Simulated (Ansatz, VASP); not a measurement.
## One calculation of Rb, two programs

```
CELL_PARAMETERS angstrom
-2.89018 2.80600 2.80600
2.80600 -2.89018 2.80600
2.80600 2.80600 -2.89018
ATOMIC_POSITIONS crystal
Rb 0.00000 0.00000 0.00000
```

Change from the starting cell: equal xy, yz and zx shear strains of -3 %, PAW files.

Alike in both runs: task electric field gradients; functional PBE; k mesh 8 × 8 × 8; occupations fermi-dirac, width 0.05 eV; no spin polarisation.

|  | VASP | Ansatz |
| --- | --- | --- |
| version | VASP 6.6.1 | Ansatz 0.2.0 |
| potentials or method | VASP PAW PBE potentials, release 64 (Rb_sv) | PAW with Ansatz's default frozen-core files, scalar-relativistic |
| plane-wave cutoff (eV) | 520 | 420 |
| valence electrons in the cell | 9 | 9 |

```csv
,VASP,Ansatz,Ansatz less VASP
pressure (GPa),0.1,0.1,0.00
Vzz of the field gradient on the site that differs most (V/Å²),3.0,3.4,+0.36
```

Ansatz warned: «gradients_without_spin_orbit».
